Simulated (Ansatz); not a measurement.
# How ZnO answers to pressure

```yaml
crystal:
  lattice:
    - [0.00000, 2.14000, 2.14000]
    - [2.14000, 0.00000, 2.14000]
    - [2.14000, 2.14000, 0.00000]
  atoms:
    - { symbol: Zn, position: [0.00000, 0.00000, 0.00000] }
    - { symbol: O, position: [0.50000, 0.50000, 0.50000] }
```

The cell comes from COD entry 1534836, which wasn't checked; take it as a given geometry.

All numbers below come from Ansatz 0.2.0, DFT, PBE, all-electron LAPW, scalar-relativistic.

The runs use a Γ-centred 10×10×10 k mesh, Fermi–Dirac smearing of 0.03 eV, basis error target 1 meV/atom, no spin polarisation.

The cell is scaled evenly with fractional coordinates held. Semilocal gaps are too small, but their slopes carry over better.

```tsv
V/V(cell)	P (GPa)	gap on the k mesh (eV)
0.9500	17.13	1.172
0.9750	11.25	1.045
1.0000	6.10	0.925
1.0250	1.61	0.811
```

Problem. From the rows at 0.9750 and 1.0250, what is the bulk modulus at the cell's volume?

Solution. B = −ΔP/Δln V = −[(1.61) − (11.25)]/0.05001 = 192.8 GPa. This is the modulus at 6.10 GPa, not at zero pressure.

Problem. What are the gap's volume deformation potential and pressure coefficient?

Solution. dEg/dln V = (0.811 − 1.045)/0.05001 = -4.68 eV, and dEg/dP = −(dEg/dln V)/B = 24 meV/GPa: pressure widens the gap.

Problem. Predict the row at V/V(cell) = 1.0500. How far is a linear estimate of P off?

Solution. P = -2.33 GPa, gap 0.704 eV. The linear estimate P(cell) − B ln(V/V(cell)) = -3.31 GPa misses by 0.98 GPa, since the modulus falls on expansion.
